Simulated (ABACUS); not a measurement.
Runs of ABACUS 3.10.1 on Tc. Symmetry: P6_3/mmc, No. 194, hexagonal system. Conventional cell: a = 2.740 Å, b = 2.740 Å, c = 4.398 Å, α = 90.00°, β = 90.00°, γ = 120.00°. Around Tc (site symmetry -6m2) lie 12 Tc at 2.71 to 2.74 Å. 

| task | potentials or basis | cell | cutoff (eV) | SCF threshold on the density | eigensolver | orbital files | gap on the mesh (eV) | pressure (GPa) | largest force (eV/Å) |
| --- | --- | --- | --- | --- | --- | --- | --- | --- | --- |
| single point | PseudoDojo NC SR 0.4.1 PBE standard, plane waves | atoms moved at random, drawn with an rms of 0.05 Å | 1143 | 1e-08 | dav | - | none | 4.0 | 0.26 |
| single point | PseudoDojo NC SR 0.4.1 PBE standard, DZP LCAO (the cutoffs set its grid) | as given | 1361 | 1e-07 | genelpa | Tc Tc_confined-atom_7au_3s2p2d1f.orb | none | 5.3 | - |
| single point | PseudoDojo NC SR 0.4.1 PBE standard, plane waves | as given | 1143 | 1e-08 | dav | - | none | (a) | - |
| single point | PseudoDojo NC SR 0.4.1 PBE standard, DZP LCAO (the cutoffs set its grid) | atoms moved at random, drawn with an rms of 0.05 Å | 1361 | 1e-07 | genelpa | Tc Tc_confined-atom_7au_3s2p2d1f.orb | none | 6.0 | 0.28 |

Alike in all rows: level PBE; no spin polarisation; k mesh 11 × 11 × 6; smearing fermi-dirac 0.05 eV.

Task: Fill in the values left out.

Result: (a) 3.3.

Caveats: the atomic orbitals were generated for these runs and aren't a published set (some runs); the basis of atomic orbitals isn't converged, which shifts pressures, moduli and gaps (some runs).

A k mesh can miss the band edges, and the runs leave out spin-orbit coupling on Tc.

A gap of «none» marks a metal or a gap under the smearing width.
